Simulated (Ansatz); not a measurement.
A nudged elastic band was laid between two geometries of CF2 + FH (5 atoms, charge 0, multiplicity 1).

Computed with Ansatz, RKS PBE-D4/def2-SVP.

```json
{
 "movable images": "7",
 "climbing image": "yes",
 "spring": "5.0 eV/Å²",
 "optimiser": "quadratic models (default)",
 "start path": "through a guess of the saddle point",
 "force threshold": "0.05 eV/Å",
 "iteration limit": "60",
 "end points": "relaxed"
}
```

First end point:

```xyz
5
Properties=species:S:1:pos:R:3
C -0.215 -0.349 -0.508
F -0.227 -1.587 -0.103
F 0.721 -0.271 -1.410
H -0.396 0.924 0.644
F 0.117 1.283 1.377
```

Last end point:

```xyz
5
Properties=species:S:1:pos:R:3
C -0.049 0.028 -0.007
F -0.294 -1.268 0.250
F 0.700 0.112 -1.120
H -1.006 0.583 -0.143
F 0.648 0.546 1.020
```

**Question.** Which bonds break or form, and what moves?

**Answer.** Bonds broken: H4–F5. Bonds formed: C1–H4, C1–F5. CF2 + FH becomes CHF3.

**Question.** What energy profile does the band end with?

**Answer.** The forces met the threshold. The highest image is number 3 of 0 to 8, 0.290 eV above the first end and 3.000 eV above the last; the last end lies 2.710 eV below the first. A vibrational analysis at the climbing image gives one clearly imaginary mode, 939i cm⁻¹: a first-order saddle point. The orbitals stay closed-shell, which can raise the energy where a bond breaks towards radicals; this wasn't checked here.

| image | path coordinate (Å) | energy (eV) | H4–F5 (Å) | C1–H4 (Å) | C1–F5 (Å) |
| --- | --- | --- | --- | --- | --- |
| 0 | 0.00 | 0.000 | 0.96 | 1.73 | 2.52 |
| 1 | 0.26 | 0.021 | 0.98 | 1.64 | 2.36 |
| 2 | 0.52 | 0.130 | 1.03 | 1.45 | 2.16 |
| 3 | 0.77 | 0.290 | 1.22 | 1.23 | 1.99 |
| 4 | 0.99 | 0.063 | 1.39 | 1.14 | 1.85 |
| 5 | 1.20 | -0.657 | 1.54 | 1.10 | 1.68 |
| 6 | 1.41 | -1.666 | 1.68 | 1.09 | 1.50 |
| 7 | 1.62 | -2.459 | 1.84 | 1.10 | 1.38 |
| 8 | 1.83 | -2.710 | 2.02 | 1.11 | 1.34 |

**Question.** What is the geometry of the highest image?

**Answer.** 
```xyz
5
Properties=species:S:1:pos:R:3
C -0.236 -0.193 -0.366
F -0.391 -1.375 0.149
F 0.755 -0.212 -1.204
H -0.495 0.820 0.286
F 0.367 0.960 1.135
```

**Question.** What are the harmonic wavenumbers there?

**Answer.** 939i, 210, 306, 631, 885, 1106, 1230, 1297, 2195 cm⁻¹.

Time of the run: 4.5 min on 1 thread of Intel(R) Xeon(R) Processor @ 2.50GHz (Skylake/Cascade Lake), with other jobs on the host, peak memory 0.12 GiB.
